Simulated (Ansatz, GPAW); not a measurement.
## One calculation of KBr, 3 ways

```
Br K
1.0
     0.00000    3.30000    3.30000
     3.30000    0.00000    3.30000
     3.30000    3.30000    0.00000
Br K
1 1
Direct
  0.50000 0.50000 0.50000
  0.00000 0.00000 0.00000
```

Alike in all runs: task single point; functional PBE; k mesh 7 × 7 × 7; occupations gaussian, width 0.014 eV; no spin polarisation; no spin-orbit coupling. Pressure is positive in compression and, in plane waves, holds the error of the finite cutoff, which Ansatz's Pulay term estimates and takes out.

```tsv
program and potentials	plane-wave cutoff (eV)	notes	pressure (GPa)
Ansatz, Ansatz PAW	420	-	0.72
GPAW, GPAW PAW data sets (gpaw-data 1.2.1)	600	-	?
Ansatz, all-electron LAPW, scalar-relativistic	-	-	0.72
```

Q: Estimate from the other rows what the run with GPAW, GPAW PAW data sets (gpaw-data 1.2.1) gave.

A: Pressure 0.70 GPa. The other rows, which needn't bracket it: pressure 0.72.
